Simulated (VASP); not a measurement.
Input of a VASP 6.6.1 run:

The input INCAR:

```
ALGO = Normal
EDIFF = 1E-6
EDIFFG = -0.01
ENCUT = 300
GGA = PE
IBRION = 2
ISIF = 3
ISMEAR = 0
LASPH = T
LCHARG = F
LREAL = F
LWAVE = F
NELM = 80
NSW = 90
PREC = Accurate
SIGMA = 0.03
```

File KPOINTS:

```
k-points
0
Gamma
  5 5 3
```

Contents of POSCAR:

```
HfS2
1.0
    3.6396641800      0.0000000000      0.0000000000
   -1.8198320900      3.1520416411      0.0000000000
    0.0000000000      0.0000000000      6.0555624700
Hf S
1 2
Direct
    0.0000000000      0.0000000000      0.0000000000
    0.6666666700      0.3333333300      0.7639520500
    0.3333333300      0.6666666700      0.2360479500
```

Potentials or basis: VASP PAW PBE potentials, release 64 (Hf, S).

Launch:

```sh
$ cat potpaw_PBE.64/Hf/POTCAR potpaw_PBE.64/S/POTCAR > POTCAR
$ mpirun -np 1 vasp_std > vasp.out
```

**Question.** Predict the band gap on the k mesh.

**Answer.** 1.27 eV, indirect (least direct gap 2.02 eV).

**Question.** What does it give for the space group after relaxing (to 0.05 Å)?

**Answer.** P-3m1 (No. 164).

Final structure:
```yaml
crystal:
  lattice:
    - [3.64083, 0.00000, 0.00000]
    - [-1.82041, 3.15305, 0.00000]
    - [0.00000, 0.00000, 6.31447]
  atoms:
    - { symbol: Hf, position: [0.00000, 0.00000, 0.00000] }
    - { symbol: S, position: [0.66667, 0.33333, 0.77189] }
    - { symbol: S, position: [0.33333, 0.66667, 0.22811] }
```

Caveat: spin-orbit coupling is left out, which moves the levels of the heavy elements; an odd mesh through Γ misses points on the zone boundary, where band edges often lie. As with any semilocal functional, this PBE gap is likely too small.
